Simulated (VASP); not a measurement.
GaN: relaxation of cell and atoms with PBE

Crystal: GaN.

```xyz
2
Lattice="0.0000 2.2535 2.2535 2.2535 0.0000 2.2535 2.2535 2.2535 0.0000" Properties=species:S:1:pos:R:3 pbc="T T T"
Ga    0.0000    0.0000    0.0000
N     1.1268    1.1268    1.1268
```

The cell is a database's computed one.

```yaml
Program: VASP 6.6.1
Task: relaxation of cell and atoms
Functional: PBE
Potentials_or_basis: VASP PAW PBE potentials, release 64 (Ga_d, N)
Cutoff: 600 eV
k_mesh: 10 × 10 × 10
Occupations: gaussian, width 0.02 eV
Spin: no spin polarisation
Further_INCAR_settings: ALGO = Normal; EDIFF = 1e-07; IBRION = 2; EDIFFG = -0.005; NSW = 90; ISIF = 3
```

```json
{
  "Relaxed volume": "11.76 Å³/atom",
  "Relaxed cell": "a = 3.216 Å, b = 3.216 Å, c = 3.216 Å, α = 60.00°, β = 60.00°, γ = 60.00°",
  "Space group after relaxing (to 0.05 Å)": "F-43m (No. 216)",
  "Energy gained by relaxing": "4.7 meV/atom",
  "Ionic steps": "3",
  "Pressure after relaxing": "0.0 GPa",
  "Band gap on the k mesh": "1.55 eV, direct"
}
```

The path:
```tsv
step	energy change (eV)	largest force (eV/Å)	pressure (GPa)	volume (Å³)
1	0.0000	0.0000	4.92	22.89
2	-0.0029	0.0000	-3.74	24.07
3	-0.0095	0.0000	-0.02	23.52
```

Final structure:
```xyz
2
Lattice="0.0000 2.2741 2.2741 2.2741 0.0000 2.2741 2.2741 2.2741 0.0000" Properties=species:S:1:pos:R:3 pbc="T T T"
Ga    0.0000    0.0000    0.0000
N     1.1371    1.1371    1.1371
```

Levels at points of the mesh, in eV from the valence-band top:
| k point | band 5 | band 6 | band 7 | band 8 | band 9 | band 10 | band 11 | band 12 | band 13 |
| --- | --- | --- | --- | --- | --- | --- | --- | --- | --- |
| (0.00, 0.00, 0.00) | -13.13 | -13.13 | 0.00 | 0.00 | 0.00 | 1.55 | 10.13 | 10.13 | 10.13 |
| (0.50, 0.00, 0.00) | -13.09 | -11.88 | -6.86 | -0.93 | -0.93 | 4.45 | 8.59 | 10.22 | 10.22 |
| (0.50, 0.50, 0.00) | -13.06 | -11.45 | -6.01 | -2.61 | -2.61 | 3.34 | 6.50 | 11.52 | 13.67 |

Wall time 23 s on 1 thread of Intel(R) Xeon(R) 6975P-C (Granite Rapids), on a shared host, peak memory 0.17 GiB.

Expect the measured gap to be larger: semilocal functionals such as PBE lack the derivative discontinuity.
